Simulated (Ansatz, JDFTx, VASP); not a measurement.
**One calculation of Mo, 4 ways**

The starting cell:

```
CELL_PARAMETERS angstrom
-1.58381 1.58381 1.58381
1.58381 -1.58381 1.58381
1.58381 1.58381 -1.58381
ATOMIC_POSITIONS crystal
Mo 0.00000 0.00000 0.00000
```

Alike in all runs: task relaxation of cell and atoms; functional PBE; k mesh 12 × 12 × 12; occupations fermi-dirac, width 0.05 eV; no spin polarisation; no spin-orbit coupling.

```csv
program and potentials,plane-wave cutoff (eV),notes,equilibrium volume (Å³/atom)
"Ansatz, Ansatz PAW",420,-,15.78
"Ansatz, all-electron LAPW, scalar-relativistic",-,-,15.78
"JDFTx, PseudoDojo-SR-PBE-0.5-standard",1088,-,15.80
"VASP, PBE PAW files Mo_sv, 600 eV",600,-,15.80
```

The equilibrium volume spans 15.78 (Ansatz, all-electron LAPW, scalar-relativistic) to 15.80 Å³/atom (VASP, PBE PAW files Mo_sv, 600 eV), with all-electron results at 15.78. Relaxations stop with a little pressure left, so the last digit of a volume isn't settled.

The functional is the same throughout but for its coding, so the spread measures potentials, basis and numerics; runs on potential files found faulty are left out.

The four calculations give practically the same equilibrium volume for bcc molybdenum. The PAW and pseudopotential results, 15.78 to 15.80 Å³/atom, stay so close to the all-electron value that replacing the core has no discernible effect on the volume, and the small differences give no basis for ranking the programs.

The metal itself probably helps. With a roughly half-filled 4d band, molybdenum fills mostly bonding d states and leaves the antibonding ones largely empty, which gives strong cohesion, a small atomic volume and a high bulk modulus. In so stiff a lattice, a small error in the pressure shifts the equilibrium volume very little.

The agreement supports the numerical reliability of the PBE volume, not the accuracy of PBE itself, which is known to make this metal slightly too large, as its gradient correction tends to underbind 4d metals a little. Matching volumes also don't establish that the programs would agree on the elastic constants, which depend on the curvature of the energy rather than the position of its minimum.
